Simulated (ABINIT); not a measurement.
# C in ABINIT: convergence with k mesh

Aim: find how far k mesh must go before the results for C settle, at PBE. This setting moves, with any that are tied to it; all else stays.

All numbers are computed with ABINIT 10.8.3 (patched build); they aren't measurements. Logs are shortened: lines on timing, memory, paths and dates and some standing lists are left out, and cuts for length are marked. The log counts tension as positive stress, the text compression.

### 1 Starting point

The cell holds a slab with vacuum, 2 atoms: a = 2.456 Å, b = 2.456 Å, c = 8.524 Å, α = 90.00°, β = 90.00°, γ = 120.00°.

### 2 With k mesh 2 × 2 × 1

Contents of run.abi:

```
# Pseudopotentials
pp_dirpath "./"
pseudos "C.GGA_PBE-JTH.xml"

# Structure
acell 2.4561701622 2.4561701622 8.52380336 Angstrom
rprim
     1.0000000000     0.0000000000     0.0000000000
    -0.5000000000     0.8660254038     0.0000000000
     0.0000000000     0.0000000000     1.0000000000
ntypat 1
znucl 6
natom 2
typat 1 1
xred
     0.6666666667     0.3333333333     0.0000000000
     0.3333333333     0.6666666667     0.0000000000

# Plane-wave basis
ecut 19.0
pawecutdg 38.0
pawxcdev 0
pawovlp 30

# k points
kptopt 1
ngkpt 2 2 1
nshiftk 1
shiftk 0.0 0.0 0.0

# Exchange and correlation
ixc 11

# Bands and occupations
nband 8
occopt 7
tsmear 0.1 eV

# SCF cycle
nstep 100
tolvrs 1.0e-9

# Output
iomode 3
prtwf 0
prtden 0
prteig 0
prtebands 0
```

Potentials or basis: JTH PAW PBE v2.0.

Started as:

```console
> abinit run.abi > log 2>&1
```

run.abo:

```text
.Version 10.8.3 of ABINIT
 Symmetries : space group P6/m m m (#191); Bravais hP (primitive hexag.)
================================================================================
 Values of the parameters that define the memory need of the present run
     intxc =       0    ionmov =       0      iscf =      17    lmnmax =       8
     lnmax =       4     mgfft =      64  mpssoang =       2    mqgrid =    4470
     natom =       2  nloc_mem =       2    nspden =       1   nspinor =       1
    nsppol =       1      nsym =      24    n1xccc =       1    ntypat =       1
    occopt =       7   xclevel =       2
       mpw =         601          nfft =       25600          nkpt =           2
 PAW method is used; the additional fine FFT grid is defined by:
   mgfftf=        90    nfftf =     65610
================================================================================
================================================================================

--------------------------------------------------------------------------------
------------- Echo of variables that govern the present computation ------------
--------------------------------------------------------------------------------
 -outvars: echo values of preprocessed input variables --------
            acell      4.6414889252E+00  4.6414889252E+00  1.6107653901E+01 Bohr
              amu      1.20110000E+01
             ecut      1.90000000E+01 Hartree
              ixc          11
         kptrlatt        2    0    0      0    2    0      0    0    1
          kptrlen      9.28297785E+00
            natom           2
            nband           8
            ngfft          20      20      64
          ngfftdg          27      27      90
             nkpt           2
            nstep         100
             nsym          24
           ntypat           1
           occopt           7
        pawecutdg      3.80000000E+01 Hartree
          pawovlp      3.0000000000E+01
         pawxcdev           0
           prtden           0
        prtebands           0
           prteig           0
            prtwf           0
            rprim      1.0000000000E+00  0.0000000000E+00  0.0000000000E+00
                      -5.0000000000E-01  8.6602540380E-01  0.0000000000E+00
                       0.0000000000E+00  0.0000000000E+00  1.0000000000E+00
          spgroup         191
           tolvrs      1.00000000E-09
           tsmear      3.67493222E-03 Hartree
            typat      1  1
           useylm           1
           xangst      1.2280850811E+00  7.0903525217E-01  0.0000000000E+00
                       3.4364889530E-17  1.4180705043E+00  0.0000000000E+00
            xcart      2.3207444626E+00  1.3398824402E+00  0.0000000000E+00
                       6.4940229559E-17  2.6797648804E+00  0.0000000000E+00
             xred      6.6666666667E-01  3.3333333333E-01  0.0000000000E+00
                       3.3333333333E-01  6.6666666667E-01  0.0000000000E+00
            znucl        6.00000

================================================================================

 chkinp: Checking input parameters for consistency.

================================================================================
== DATASET  1 ==================================================================

--- !DatasetInfo
iteration_state: {dtset: 1, }
dimensions: {natom: 2, nkpt: 2, mband: 8, nsppol: 1, nspinor: 1, nspden: 1, mpw: 601, }
cutoff_energies: {ecut:  19.0, pawecutdg:  38.0, }
electrons: {nelect:   8.00000000E+00, charge:   0.00000000E+00, occopt:   7.00000000E+00, tsmear:   3.67493222E-03, }
meta: {optdriver: 0, ionmov: 0, optcell: 0, iscf: 17, paral_kgb: 0, }
...

 Exchange-correlation functional for the present dataset will be:
  GGA: Perdew-Burke-Ernzerhof functional - ixc=11
  J.P.Perdew, K.Burke, M.Ernzerhof, PRL 77, 3865 (1996)

 Real(R)+Recip(G) space primitive vectors, cartesian coordinates (Bohr,Bohr^-1):
 R(1)=  4.6414889  0.0000000  0.0000000  G(1)=  0.2154481  0.1243890  0.0000000
[... 73 lines left out ...]
- [  0.00000000E+00,  -3.40419157E-04,   0.00000000E+00, ]
- [  0.00000000E+00,   0.00000000E+00,   2.17573240E-06, ]
pressure_GPa:   6.6556E+00
xred      :
- [  6.6667E-01,   3.3333E-01,   0.0000E+00,  C]
- [  3.3333E-01,   6.6667E-01,   0.0000E+00,  C]
cartesian_forces: # hartree/bohr
- [ -9.28200503E-28,   1.07179362E-27,  -0.00000000E+00, ]
- [  9.28200503E-28,  -1.07179362E-27,  -0.00000000E+00, ]
force_length_stats: {min:   1.41784969E-27, max:   1.41784969E-27, mean:   1.41784969E-27, }
...

 Integrated electronic density in atomic spheres:
 ------------------------------------------------
 Atom  Sphere_radius  Integrated_density
    1        1.50737          2.78519444
    2        1.50737          2.78519444

================================================================================

 ----iterations are completed or convergence reached----

 Mean square residual over all n,k,spin=   22.904E-11; max=  30.610E-10
 reduced coordinates (array xred) for    2 atoms
       0.666666666667      0.333333333333      0.000000000000
       0.333333333333      0.666666666667      0.000000000000
 rms dE/dt=  4.6534E-27; max dE/dt=  6.4623E-27; dE/dt below (all hartree)
    1       0.000000000000     -0.000000000000      0.000000000000
    2      -0.000000000000      0.000000000000      0.000000000000

 cartesian coordinates (angstrom) at end:
    1      1.22808508110000     0.70903525217359     0.00000000000000
    2      0.00000000000000     1.41807050434718     0.00000000000000

 cartesian forces (hartree/bohr) at end:
    1     -0.00000000000000     0.00000000000000    -0.00000000000000
    2      0.00000000000000    -0.00000000000000    -0.00000000000000
 frms,max,avg= 8.1859590E-28 1.0717936E-27   0.000E+00  0.000E+00  0.000E+00 h/b

 cartesian forces (eV/Angstrom) at end:
    1     -0.00000000000000     0.00000000000000    -0.00000000000000
    2      0.00000000000000    -0.00000000000000    -0.00000000000000
 frms,max,avg= 4.2093894E-26 5.5113844E-26   0.000E+00  0.000E+00  0.000E+00 e/A
 length scales=  4.641488925184  4.641488925184 16.107653901493 bohr
              =  2.456170162200  2.456170162200  8.523803360000 angstroms
 Fermi (or HOMO) energy (hartree) =  -0.02888   Average Vxc (hartree)=  -0.18680
 Eigenvalues (hartree) for nkpt=   2  k points:
 kpt#   1, nband=  8, wtk=  0.25000, kpt=  0.0000  0.0000  0.0000 (reduced coord)
  -0.72756   -0.29269   -0.11437   -0.11437    0.08235    0.16957    0.22798    0.30226
      occupation numbers for kpt#   1
   2.00000    2.00000    2.00000    2.00000    0.00000    0.00000    0.00000    0.00000
 prteigrs : prtvol=0 or 1, do not print more k-points.

--- !EnergyTerms
iteration_state     : {dtset: 1, }
comment             : Components of total free energy in Hartree
kinetic             :  7.06890762732954E+00
hartree             :  1.90365453235734E+01
xc                  : -4.29067529344543E+00
Ewald energy        :  9.09046871585139E+00
psp_core            :  2.32888552515557E-01
local_psp           : -4.40296024219051E+01
PAW spherical_terms :  1.47498606965971E+00
internal            : -1.14164814264209E+01
'-kT*entropy'       : -2.96756330481291E-18
total_energy        : -1.14164814264209E+01
total_energy_eV     : -3.10658285664408E+02
...

--- !EnergyTermsDC
iteration_state     : {dtset: 1, }
comment             : '"Double-counting" decomposition of free energy'
band_energy         : -2.67088308283892E+00
Ewald energy        :  9.09046871585139E+00
psp_core            :  2.32888552515557E-01
xc_dc               : -1.88936252038497E+01
PAW spherical_terms :  8.24662417657868E-01
internal            : -1.14164886006638E+01
'-kT*entropy'       : -2.96756330481291E-18
total_energy_dc     : -1.14164886006638E+01
total_energy_dc_eV  : -3.10658480885503E+02
...

--- !EnergyTermsWithPAWCore
iteration_state     : {dtset: 1, }
comment             : 'Components of total free energy, including PAW core contributions'
Total energy        : -7.61303157369817E+01
Total energy DC     : -7.61303229112246E+01
Total energy (eV)   : -2.07161142654750E+03
Total energy DC (eV): -2.07161162176859E+03
...

 Cartesian components of stress tensor (hartree/bohr^3)
  sigma(1 1)= -3.40419157E-04  sigma(3 2)=  0.00000000E+00
  sigma(2 2)= -3.40419157E-04  sigma(3 1)=  0.00000000E+00
  sigma(3 3)=  2.17573240E-06  sigma(2 1)=  0.00000000E+00

-Cartesian components of stress tensor (GPa)         [Pressure=  6.6556E+00 GPa]
- sigma(1 1)= -1.00154774E+01  sigma(3 2)=  0.00000000E+00
- sigma(2 2)= -1.00154774E+01  sigma(3 1)=  0.00000000E+00
- sigma(3 3)=  6.40122572E-02  sigma(2 1)=  0.00000000E+00

== END DATASET(S) ==============================================================
================================================================================

 -outvars: echo values of variables after computation  --------
            acell      4.6414889252E+00  4.6414889252E+00  1.6107653901E+01 Bohr
           etotal     -1.1416488601E+01
            fcart     -9.2820050344E-28  1.0717936210E-27 -0.0000000000E+00
                       9.2820050344E-28 -1.0717936210E-27 -0.0000000000E+00
            rprim      1.0000000000E+00  0.0000000000E+00  0.0000000000E+00
                      -5.0000000000E-01  8.6602540380E-01  0.0000000000E+00
                       0.0000000000E+00  0.0000000000E+00  1.0000000000E+00
           strten     -3.4041915665E-04 -3.4041915667E-04  2.1757324004E-06
                       0.0000000000E+00  0.0000000000E+00  0.0000000000E+00
           xangst      1.2280850811E+00  7.0903525217E-01  0.0000000000E+00
                       3.4364889530E-17  1.4180705043E+00  0.0000000000E+00
             xred      6.6666666667E-01  3.3333333333E-01  0.0000000000E+00
                       3.3333333333E-01  6.6666666667E-01  0.0000000000E+00
 Calculation completed.
```

It took 3.4 s on 1 thread of Arm Neoverse V2, shared host; peak memory 0.08 GiB.

Results:

- Free energy: -310.6585 eV
- Band gap on the k mesh: 4.06 eV, direct

### 3 With k mesh 4 × 4 × 1

Changes to run.abi since step 2:

```diff
@@ -26,3 +26,3 @@
 kptopt 1
-ngkpt 2 2 1
+ngkpt 4 4 1
 nshiftk 1
```

Potentials or basis: JTH PAW PBE v2.0.

Started as:

```console
> abinit run.abi > log 2>&1
```

It took 3.8 s on 1 thread of Arm Neoverse V2, shared host; peak memory 0.08 GiB.

Results (log left out):

```
Free energy            : -312.8258 eV
Band gap on the k mesh : 4.06 eV, direct
```

### 4 With k mesh 5 × 5 × 1

Changes to run.abi since step 3:

```diff
@@ -26,3 +26,3 @@
 kptopt 1
-ngkpt 4 4 1
+ngkpt 5 5 1
 nshiftk 1
```

Started as:

```console
> abinit run.abi > log 2>&1
```

It took 4.3 s on 1 thread of Arm Neoverse V2, shared host; peak memory 0.08 GiB.

Results (log left out):

* Free energy: -312.7684 eV
* Band gap on the k mesh: 2.82 eV, direct

### 5 With k mesh 7 × 7 × 2

Changes to run.abi since step 4:

```diff
@@ -26,3 +26,3 @@
 kptopt 1
-ngkpt 5 5 1
+ngkpt 7 7 2
 nshiftk 1
```

Started as:

```console
> abinit run.abi > log 2>&1
```

Wall time 6 s (1 thread of Arm Neoverse V2, shared host); peak memory 0.08 GiB.

Results (log left out):

- Free energy: -312.8069 eV
- Band gap on the k mesh: 3.03 eV, direct

### 6 With k mesh 9 × 9 × 2

Changes to run.abi since step 5:

```diff
@@ -26,3 +26,3 @@
 kptopt 1
-ngkpt 7 7 2
+ngkpt 9 9 2
 nshiftk 1
```

Potentials or basis: JTH PAW PBE v2.0.

Started as:

```console
> abinit run.abi > log 2>&1
```

Run time: 7.5 s. Hardware: 1 thread of Arm Neoverse V2, shared host; peak memory 0.09 GiB.

The run converged. Its results:

```yaml
Free_energy: -312.7795 eV
Band_gap_on_the_k_mesh: none (metal or under the smearing width)
```

### 7 With k mesh 11 × 11 × 3

Changes to run.abi since step 6:

```diff
@@ -26,3 +26,3 @@
 kptopt 1
-ngkpt 9 9 2
+ngkpt 11 11 3
 nshiftk 1
```

Started as:

```console
> abinit run.abi > log 2>&1
```

Run time: 9.1 s. Hardware: 1 thread of Arm Neoverse V2, shared host; peak memory 0.09 GiB.

It converged, with:

| Item | Value |
| --- | --- |
| Free energy | -312.7945 eV |
| Band gap on the k mesh | 1.52 eV, direct |

### 8 With k mesh 13 × 13 × 3

Changes to run.abi since step 7:

```diff
@@ -26,3 +26,3 @@
 kptopt 1
-ngkpt 11 11 3
+ngkpt 13 13 3
 nshiftk 1
```

Started as:

```console
> abinit run.abi > log 2>&1
```

Run time: 10 s. Hardware: 1 thread of Arm Neoverse V2, shared host; peak memory 0.09 GiB.

The run converged. Its results:

```
Free energy            : -312.7960 eV
Band gap on the k mesh : 1.55 eV, direct
```

### 9 With k mesh 15 × 15 × 4

Changes to run.abi since step 8:

```diff
@@ -26,3 +26,3 @@
 kptopt 1
-ngkpt 13 13 3
+ngkpt 15 15 4
 nshiftk 1
```

Potentials or basis: JTH PAW PBE v2.0.

Started as:

```console
> abinit run.abi > log 2>&1
```

Run time: 18 s. Hardware: 1 thread of Arm Neoverse V2, shared host; peak memory 0.1 GiB.

The run converged. Its results:

| Item | Value |
| --- | --- |
| Free energy | -312.7912 eV |
| Band gap on the k mesh | none (metal or under the smearing width) |

### 10 With k mesh 18 × 18 × 4

Changes to run.abi since step 9:

```diff
@@ -26,3 +26,3 @@
 kptopt 1
-ngkpt 15 15 4
+ngkpt 18 18 4
 nshiftk 1
```

Started as:

```console
> abinit run.abi > log 2>&1
```

Run time: 23 s. Hardware: 1 thread of Arm Neoverse V2, shared host; peak memory 0.11 GiB.

It converged, with:

```yaml
Free_energy: -312.7925 eV
Band_gap_on_the_k_mesh: none (metal or under the smearing width)
```

### 11 The series at a glance

| k mesh | energy less the tightest run, at zero smearing (meV/atom) | gap on the mesh (eV) | SCF cycles | CPU time (s) | peak memory (GiB) |
| --- | --- | --- | --- | --- | --- |
| 2 × 2 × 1 | 1066.86 | 4.055 | 13 | 3.4 | 0.08 |
| 4 × 4 × 1 | -16.79 | 4.062 | 13 | 3.8 | 0.08 |
| 5 × 5 × 1 | 11.88 | 2.822 | 14 | 4.3 | 0.08 |
| 7 × 7 × 2 | -7.36 | 3.030 | 13 | 6 | 0.08 |
| 9 × 9 × 2 | 7.06 | 0.000 | 13 | 7.5 | 0.09 |
| 11 × 11 × 3 | -1.16 | 1.519 | 13 | 9.1 | 0.09 |
| 13 × 13 × 3 | -1.92 | 1.552 | 12 | 10 | 0.09 |
| 15 × 15 × 4 | 0.74 | 0.000 | 13 | 18 | 0.1 |
| 18 × 18 × 4 | 0.00 | 0.000 | 13 | 23 | 0.11 |

Against the tightest run, the energy stays within 1 meV/atom from 15 × 15 × 4 on; the gap on the mesh stays within 0.01 eV from 15 × 15 × 4 on. Meshes of other sizes hit other points, so gaps and Fermi surfaces needn't settle smoothly. The tightest run that finished is the yardstick and may itself not be fully converged.

Caveats: the atomic spheres overlap.
